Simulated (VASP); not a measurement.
**A VASP 6.6.1 single-point calculation on Li₂O**

INCAR

```
ENCUT = 520
LASPH = .TRUE.
LREAL = .TRUE.
LCHARG = .FALSE.
GGA = PE
NSW = 0
LWAVE = .FALSE.
ALGO = Conjugate
IBRION = -1
PREC = Accurate
ISMEAR = -1
NELM = 90
EDIFF = 1E-8
SIGMA = 0.02
NBANDS = 13
ISIF = 2
```

KPOINTS

```
KPOINTS created by Atomic Simulation Environment
0
Gamma
10 10 10
0 0 0
```

POSCAR

```
Li O
 1.0000000000000000
     0.0000000000000000    2.2577894089999999    2.2923106252999998
     2.2577894089999999    0.0000000000000000    2.2923106252999998
     2.2577894089999999    2.2577894089999999    0.0000000000000000
 Li  O
   2   1
Cartesian
  1.1288947045000000  1.1288947045000000  1.1461553126499999
  3.3866841134999999  3.3866841134999999  3.4384659379500002
  0.0000000000000000  0.0000000000000000  0.0000000000000000
```

The recommended PBE PAW datasets give the neutral cell 12 valence electrons.

Command

```
mpirun -np 1 vasp_std
```

Problem. Predict the outcome of this run.

Solution. It converged. Results: gap between bands v and c on the k mesh 5.04 eV; least direct gap on the k mesh 5.67 eV; pressure 0.1 GPa. Band v is the last that the valence electrons fill when counted band by band, and c is the next.

OSZICAR

```
N       E                     dE             d eps       ncg     rms           ort
DAV:   1     0.440727328805E+02    0.44073E+02   -0.70175E+03  1326   0.107E+03
DAV:   2    -0.105498438804E+02   -0.54623E+02   -0.52212E+02  1326   0.219E+02
DAV:   3    -0.159955196722E+02   -0.54457E+01   -0.53949E+01  1326   0.504E+01
DAV:   4    -0.160583224182E+02   -0.62803E-01   -0.62796E-01  1326   0.684E+00
DAV:   5    -0.160586470078E+02   -0.32459E-03   -0.32459E-03  1326   0.418E-01
SDA:   6    -0.108368758240E+02    0.52218E+01   -0.32459E-03  1326   0.131E+02   0.000E+00
CGA:   7    -0.140315504797E+02   -0.31947E+01   -0.32295E+01  1326   0.451E+00  -0.482E+00
CGA:   8    -0.142503250240E+02   -0.21877E+00   -0.21877E+00  1326   0.460E-01  -0.715E-03
CGA:   9    -0.142673627389E+02   -0.17038E-01   -0.17059E-01  1326   0.298E-02  -0.133E-03
CGA:  10    -0.142682697956E+02   -0.90706E-03   -0.90656E-03  1326   0.242E-03   0.900E-05
CGA:  11    -0.142683703056E+02   -0.10051E-03   -0.99536E-04  1326   0.230E-04   0.624E-05
CGA:  12    -0.142683818920E+02   -0.11586E-04   -0.11203E-04  1326   0.417E-05   0.187E-05
CGA:  13    -0.142683838638E+02   -0.19718E-05   -0.18553E-05  1326   0.829E-06   0.961E-06
SDA:  14    -0.142683842593E+02   -0.39551E-06   -0.37166E-06  1326   0.200E-06   0.385E-06
SDA:  15    -0.142683843499E+02   -0.90580E-07   -0.82589E-07  1326   0.605E-07   0.771E-07
SDA:  16    -0.142683843639E+02   -0.14067E-07   -0.16237E-07  1326   0.330E-07   0.429E-07
SDA:  17    -0.142683843708E+02   -0.68297E-08   -0.83964E-08  1326   0.207E-07   0.264E-07
   1 F= -.14268384E+02 E0= -.14268384E+02  d E =-.708466E-12
```

These settings aren't sound, so the numbers aren't properties of the crystal.

On sound settings PBE gives a gap of 5.04 eV on its mesh and a pressure of 5.2 GPa for the intended cell.
